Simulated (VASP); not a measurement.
**Br: relaxation of cell and atoms with PBE**

Br:

```
Br
1.0
     2.43350   -1.65415    0.00000
     2.43350    1.65415    0.00000
     0.00000    0.00000    7.59010
Br
4
Direct
  0.19500 0.80500 0.62284
  0.80500 0.19500 0.37716
  0.30500 0.69500 0.12284
  0.69500 0.30500 0.87716
```

```yaml
Program: VASP 6.6.1
Task: relaxation of cell and atoms
Functional: PBE
Potentials_or_basis: VASP PAW PBE potentials, release 64 (Br)
Cutoff: 600 eV
k_mesh: 10 × 10 × 4
Occupations: gaussian, width 0.03 eV
Spin: no spin polarisation
Target_pressure: 72 GPa
Further_INCAR_settings: ALGO = Normal; EDIFF = 1e-06; IBRION = 2; EDIFFG = -0.01; NSW = 90; ISIF = 3
Target_pressure: 72 GPa
```

| Item | Value |
| --- | --- |
| Relaxed volume | 15.17 Å³/atom |
| Relaxed cell | a = 2.946 Å, b = 2.946 Å, c = 7.395 Å, α = 90.00°, β = 90.00°, γ = 71.09° |
| Space group after relaxing (to 0.05 Å) | Cmce (No. 64) |
| Energy change on relaxing (the enthalpy is what falls) | +20.2 meV/atom |
| Ionic steps | 35 |
| Pressure after relaxing | 72.0 GPa |
| Largest force after relaxing | 0.005 eV/Å |
| Band gap on the k mesh | none (metal or under the smearing width) |

Forces on the atoms (eV/Å):
```
Br   0.000 -0.003 -0.004
Br   0.000  0.003  0.004
Br   0.000  0.003 -0.004
Br   0.000 -0.003  0.004
```

Stress tensor (GPa, compression positive):
```
71.90  0.00  0.00
 0.00 71.97  0.00
 0.00  0.00 71.98
```

Step by step:
```tsv
step	energy change (eV)	largest force (eV/Å)	pressure (GPa)	volume (Å³)
1	0.0000	0.6758	74.68	61.11
2	-0.9910	0.5358	62.36	63.39
3	-0.4072	0.3192	69.70	61.96
4	-0.0010	0.4263	73.48	61.01
5	-0.0623	0.3803	72.94	61.15
6	-0.1049	0.1579	72.03	61.20
7	-0.1318	0.2913	71.34	61.25
8	-0.0349	0.2335	71.87	61.02
9	0.0621	0.1842	72.45	60.79
10	-0.0362	0.0476	71.35	61.00
11	-0.0532	0.0827	71.16	61.04
12	0.0713	0.1153	72.57	60.75
13	0.1514	0.1420	73.50	60.58
14	0.1479	0.1331	73.46	60.58
15	0.1401	0.1113	73.34	60.59
16	0.1349	0.0833	73.19	60.59
17	0.0186	0.0424	71.68	60.84
18	-0.0034	0.0348	71.39	60.89
19	0.0440	0.0264	71.79	60.78
20	0.0842	0.0230	72.13	60.69
21	0.0900	0.0232	72.16	60.68
22	0.0761	0.0197	71.99	60.71
23	0.0586	0.0161	71.76	60.75
24	0.0639	0.0160	71.81	60.74
25	0.0802	0.0172	71.97	60.70
26	0.1131	0.0236	72.29	60.63
27	0.1020	0.0210	72.17	60.65
28	0.0840	0.0161	71.97	60.69
29	0.0866	0.0169	71.99	60.68
30	0.0869	0.0143	72.01	60.68
31	0.0880	0.0135	72.06	60.68
32	0.0884	0.0163	72.07	60.68
33	0.0786	0.0106	71.97	60.70
34	0.0713	0.0065	71.88	60.72
35	0.0809	0.0048	71.95	60.70
```

Final structure:
```
Br
1.0
     2.39667   -1.71237    0.00000
     2.39667    1.71237    0.00000
     0.00000    0.00000    7.39484
Br
4
Direct
  0.22968 0.77032 0.62481
  0.77032 0.22968 0.37519
  0.27032 0.72968 0.12481
  0.72968 0.27032 0.87519
```

Levels at points of the mesh, in eV from the Fermi level:
```
           k point  band 10  band 11  band 12  band 13  band 14  band 15  band 16  band 17  band 18
(0.00, 0.00, 0.00)    -2.51    -1.12    -0.33    -0.25     0.18     2.36     2.84     3.20     5.66
(0.50, 0.00, 0.00)    -4.85    -2.29    -2.29    -1.89    -1.89     3.24     3.24     5.39     5.39
(0.50, 0.50, 0.00)    -5.30    -4.98    -4.08    -4.04    -2.56     0.10     0.72     2.43     4.25
(0.00, 0.00, 0.50)    -0.86     0.04     0.04     0.09     0.09     1.15     1.15     4.64     4.64
(0.50, 0.00, 0.50)    -2.78    -2.67    -2.67     0.18     0.18     0.58     0.58     6.65     6.65
(0.50, 0.50, 0.50)    -5.64    -4.71    -4.71    -2.46    -2.46    -1.16    -1.16     4.79     4.79
```

It took 14 min on 1 thread of AMD EPYC 9R45 (Zen 5), on a shared host, peak memory 0.23 GiB.

Caveat: the cell is relaxed towards a set pressure, so the enthalpy falls and the energy may rise.
